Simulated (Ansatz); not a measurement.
The system is Al2Pt.

```xyz
3
Lattice="0.0000 2.9550 2.9550 2.9550 0.0000 2.9550 2.9550 2.9550 0.0000" Properties=species:S:1:pos:R:3 pbc="T T T"
Pt    0.0000    0.0000    0.0000
Al    4.4325    4.4325    4.4325
Al    1.4775    1.4775    1.4775
```

Base run:

| Item | Value |
| --- | --- |
| Program | Ansatz 0.2.0 |
| Functional | PBEsol |
| Potentials or basis | Ansatz PAW |
| Cutoff | 420 eV (not typed: the program's choice for these potentials) |
| k mesh | 8 × 8 × 8 |
| Occupations | fermi-dirac, width 0.05 eV |
| Spin | spin-orbit coupling, no magnetisation |

Its results: band gap on the k mesh none (metal or under the smearing width); pressure -1.5 GPa.

Q: The run is repeated on the same cell with these changes: spin from spin-orbit coupling, no magnetisation to no spin polarisation; potential files from those of the base run to others of the same set. What comes out?

A: Band gap on the k mesh none (metal or under the smearing width); pressure -0.9 GPa.

Caveats: the PAW data sets come from PBE, with cores solved anew for the run's functional, which leaves a small shift of forces and pressure; spin-orbit coupling is left out, which moves the levels of the heavy elements (some runs).
